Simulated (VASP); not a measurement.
## K: single point with LDA

Crystal: K.

```
CELL_PARAMETERS angstrom
-2.61800 2.72272 2.61800
2.61800 -2.72272 2.61800
2.61800 2.72272 -2.61800
ATOMIC_POSITIONS crystal
K 0.00000 0.00000 0.00000
```

The cell isn't the ideal one: strain +0.0400 x Voigt [0, 1, 0, 0, 0, 0], atoms carried along.

```yaml
Program: VASP 6.6.1
Task: single point
Functional: LDA
Potentials_or_basis: VASP PAW LDA potentials, release 64 (K_sv)
Cutoff: 520 eV
k_mesh: 14 × 14 × 14
Occupations: gaussian, width 0.15 eV
Spin: no spin polarisation
```

| Quantity | Value |
| --- | --- |
| Pressure | -0.5 GPa |
| Band gap on the k mesh | none (metal or under the smearing width) |

Levels at points of the mesh, in eV from the Fermi level:
| k point | band 1 | band 2 | band 3 | band 4 | band 5 | band 6 | band 7 | band 8 | band 9 | band 10 |
| --- | --- | --- | --- | --- | --- | --- | --- | --- | --- | --- |
| (0.00, 0.00, 0.00) | -31.83 | -15.51 | -15.51 | -15.51 | -2.15 | 4.09 | 4.09 | 4.27 | 4.94 | 5.19 |
| (0.50, 0.00, 0.00) | -31.83 | -15.58 | -15.54 | -15.51 | 0.38 | 0.70 | 3.15 | 4.64 | 5.52 | 6.03 |
| (0.00, 0.50, 0.00) | -31.83 | -15.58 | -15.54 | -15.51 | 0.46 | 0.79 | 2.94 | 4.78 | 5.63 | 5.76 |
| (0.50, 0.50, 0.50) | -31.83 | -15.57 | -15.56 | -15.56 | 1.62 | 1.74 | 3.13 | 3.56 | 3.56 | 5.22 |

It took 50 s on 1 thread of Intel(R) Xeon(R) 6975P-C (Granite Rapids), with other jobs on the host, peak memory 0.29 GiB.
